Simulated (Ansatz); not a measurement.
Relaxation of a periodic cell of 19 atoms, C (surface graphene monolayer, adsorbate C), to a largest force component of 0.03 eV/Å in at most 60 steps.

These are results of Ansatz 0.2.0, DFT PBE-D3(BJ), scalar-relativistic, plane waves, PAW, not measurements. Settings: cutoff 420 eV, k mesh 2x2x1, gaussian smearing 0.02 eV, spin collinear.

```xyz
19
Lattice="7.3980 0.0000 0.0000 -3.6990 6.4069 0.0000 0.0000 0.0000 12.0000" Properties=species:S:1:pos:R:3:forces:R:3
C 0.000 0.000 1.000 -1.50 0.50 -0.88
C 1.233 0.712 1.000 1.40 0.25 -1.01
C -1.233 2.136 1.000 0.17 -0.39 0.04
C 0.000 2.847 1.000 0.32 -0.43 0.06
C -2.466 4.271 1.000 0.67 -1.12 -0.99
C -1.233 4.983 1.000 1.76 -0.88 -1.10
C 2.466 0.000 1.000 1.51 -0.26 -1.22
C 3.699 0.712 1.000 -0.15 -0.11 0.14
C 1.233 2.136 1.000 -0.54 0.87 0.52
C 2.466 2.847 1.000 0.22 -0.16 0.04
C 0.000 4.271 1.000 -0.65 0.48 -0.20
C 1.233 4.983 1.000 0.41 -0.03 0.04
C 4.932 0.000 1.000 0.40 0.06 0.03
C 6.165 0.712 1.000 -1.32 0.77 -0.02
C 3.699 2.136 1.000 -0.16 0.08 0.02
C 4.932 2.847 1.000 -0.06 0.16 0.14
C 2.466 4.271 1.000 -0.87 0.03 0.49
C 3.699 4.983 1.000 0.45 -1.11 -1.05
C -2.812 5.950 2.190 -2.07 1.28 4.93
```

**Question.** Where does it end, and by what steps?

**Answer.** It converged. The force dipped under the threshold on the way, but the program's further checks kept it going. Limits of this set-up: coarse k mesh, slab without dipole correction. After 13 steps the energy has fallen by 2.014 eV; C19 moved furthest, 0.91 Å.

```csv
step,energy less start (eV),largest force component (eV/Å),accepted
0,0.0000,4.930,yes
1,-0.9805,2.218,yes
2,-1.4313,0.859,yes
3,-1.5896,0.416,yes
4,-1.6711,0.627,yes
5,-1.7257,0.687,yes
6,-1.8168,0.452,yes
7,-1.8815,0.783,yes
8,-1.9329,0.900,yes
9,-1.9727,0.655,yes
10,-1.9996,0.215,yes
11,-2.0125,0.144,yes
12,-2.0136,0.022,yes
13,-2.0136,0.022,yes
```

```xyz
19
Lattice="7.3980 0.0000 0.0000 -3.6990 6.4069 0.0000 0.0000 0.0000 12.0000" Properties=species:S:1:pos:R:3
C -0.036 -0.070 1.299
C 1.298 0.697 1.301
C -1.225 2.089 0.959
C 0.021 2.807 0.961
C -2.458 4.226 0.961
C -1.213 4.945 0.959
C 2.509 -0.055 0.989
C 3.713 0.666 0.886
C 1.251 2.123 0.992
C 2.478 2.805 0.890
C 0.024 4.233 0.911
C 1.243 4.938 0.901
C 4.947 -0.040 0.886
C 6.150 0.682 0.988
C 3.718 2.096 0.902
C 4.937 2.800 0.911
C 2.483 4.228 0.890
C 3.710 4.910 0.991
C -3.069 6.719 2.613
```

Run time: 95 s on 2 threads of Intel(R) Xeon(R) Platinum 8488C (Sapphire Rapids) (shared host), peak memory 0.97 GiB.
